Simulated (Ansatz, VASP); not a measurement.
# C: VASP beside Ansatz

```
C
1.0
     2.40083   -2.46030    0.00000
     2.40083    2.46030    0.00000
     0.00000    0.00000    4.45944
C
6
Cartesian
  2.4008 0.0000 3.3446
  2.4008 0.0000 1.1149
  1.6610 -0.7491 2.2297
  3.1407 0.7491 2.2297
  1.6610 0.7491 0.0000
  3.1407 -0.7491 0.0000
```

Alike in both runs: task relaxation of cell and atoms; functional PBE; k mesh 8 × 8 × 6; occupations gaussian, width 0.02 eV; no spin polarisation.

```csv
,VASP,Ansatz
version,VASP 6.6.1,Ansatz 0.2.0
potentials or method,"VASP PAW PBE potentials, release 64 (C)","scalar-relativistic, plane waves, PAW"
plane-wave cutoff (eV),600,420
valence electrons in the cell,24,24
```

Ansatz gave:

* gap on the k mesh at the Fermi level, each at its own relaxed structure (eV): 0.67
* relaxed volume (Å³/atom): 8.79
* relaxed cell length with the largest relative difference (Å): 3.438

Estimate VASP's values.

gap on the k mesh at the Fermi level, each at its own relaxed structure (eV): 0.66; relaxed volume (Å³/atom): 8.78; relaxed cell length with the largest relative difference (Å): 3.438.
